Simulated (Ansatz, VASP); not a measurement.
Two plane-wave programs on CdS

Contents of INCAR:

```
  PREC = Accurate
  ENCUT = 520
  EDIFF = 1E-7
  ISMEAR = 0
  SIGMA = 0.05
  LREAL = F
  LASPH = T
  NELM = 80
  ALGO = Normal
  ISIF = 2
  LWAVE = F
  LCHARG = F
  GGA = PE
  NBANDS = 16
```

The input KPOINTS:

```
Automatic mesh
0
Gamma
  10 10 10
```

POSCAR

```
CdS
1.0
    0.0000000000      2.7384148440      3.2860978129
    2.7384148440      0.0000000000      3.2860978129
    2.7384148440      2.7384148440      0.0000000000
Cd S
1 1
Direct
    0.0000000000      0.0000000000      0.0000000000
    0.7500000000      0.7500000000      0.7500000000
```

Input for Ansatz:

```yaml
crystal:
  lattice:
    - [0.0, 2.738414844, 3.2860978129]
    - [2.738414844, 0.0, 3.2860978129]
    - [2.738414844, 2.738414844, 0.0]
  atoms:
    - { symbol: Cd, position: [0.0, 0.0, 0.0] }
    - { symbol: S, position: [0.75, 0.75, 0.75] }
basis:
  ecutwfc: 420
kpoints:
  mp_grid: { grid: [10, 10, 10] }
hamiltonian:
  xc: pbe
scf:
  occupations: { method: gaussian, width: 0.05 }
output:
  forces: true
  stress: true
  eigenvalues: true
```

Alike in both runs: task single point; functional PBE; k mesh 10 × 10 × 10; occupations gaussian, width 0.05 eV; no spin polarisation.

```csv
,VASP,Ansatz
version,VASP 6.6.1,Ansatz 0.2.0
potentials or method,"VASP PAW PBE potentials, release 64 (Cd, S)","scalar-relativistic, plane waves, PAW"
plane-wave cutoff (eV),520,420
valence electrons in the cell,18,26
```

|  | VASP | Ansatz | Ansatz less VASP |
| --- | --- | --- | --- |
| gap on the k mesh at the Fermi level (eV) | 0.82 | 0.82 | -0.004 |
| least direct gap on the mesh (eV) | 0.82 | 0.82 | -0.004 |
| pressure (GPa) | 2.7 | 2.3 | -0.36 |
| largest component of the traceless stress (GPa) | 3.17 | 3.23 | +0.061 |

With one functional, cell and mesh, what is left measures potentials, basis and numerics. The two sets of potentials don't hold the same shells in valence.

Expect the measured gap to be larger: semilocal functionals such as PBE lack the derivative discontinuity.
